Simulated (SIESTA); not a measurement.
Crystal: VO2.

```
CELL_PARAMETERS angstrom
4.50720 0.00000 0.00000
0.00000 4.50720 0.00000
0.00000 0.00000 3.04445
ATOMIC_POSITIONS crystal
V 0.50000 0.50000 0.50000
V 0.00000 0.00000 0.00000
O 0.20036 0.79964 0.50000
O 0.79964 0.20036 0.50000
O 0.70036 0.70036 0.00000
O 0.29964 0.29964 0.00000
```

The cell is a database's computed one.

Base run:

```yaml
Program: SIESTA 5.4.2
Functional: RPBE
Potentials_or_basis: PseudoDojo 0.4 standard (PBE files)
Basis: DZP (energy shift 0.002 Ry)
Grid_cutoff: 800 Ry
Energy_shift: 0.002 Ry
k_mesh: 4 × 4 × 6
Occupations: fermi-dirac, width 0.05 eV
Spin: collinear spin, ferromagnetic start
Starting_moments: "[2.0, 2.0, 0.0, 0.0, 0.0, 0.0] μB"
```

Its results: band gap on the k mesh none (metal or under the smearing width); pressure -1.9 GPa; net moment 2.00 μB per cell; site moments V +1.26; O -0.13 μB; largest force 0.243 eV/Å.

**Question.** The run is repeated on the same cell with these changes: functional from RPBE to BLYP. What comes out?

**Answer.** Band gap on the k mesh none (metal or under the smearing width); pressure 0.1 GPa; net moment 2.00 μB per cell; site moments V +1.21; O -0.11 μB; largest force 0.216 eV/Å.

Caveats: semicore shells carry a single zeta, which can move pressures by several GPa and volumes by a few percent; the potentials were made for another functional, which shifts forces and pressure; the basis of atomic orbitals isn't converged, which shifts pressures, moduli and gaps; semilocal functionals often make such compounds metallic where correlation or magnetic order opens a gap, which also shifts bond lengths.
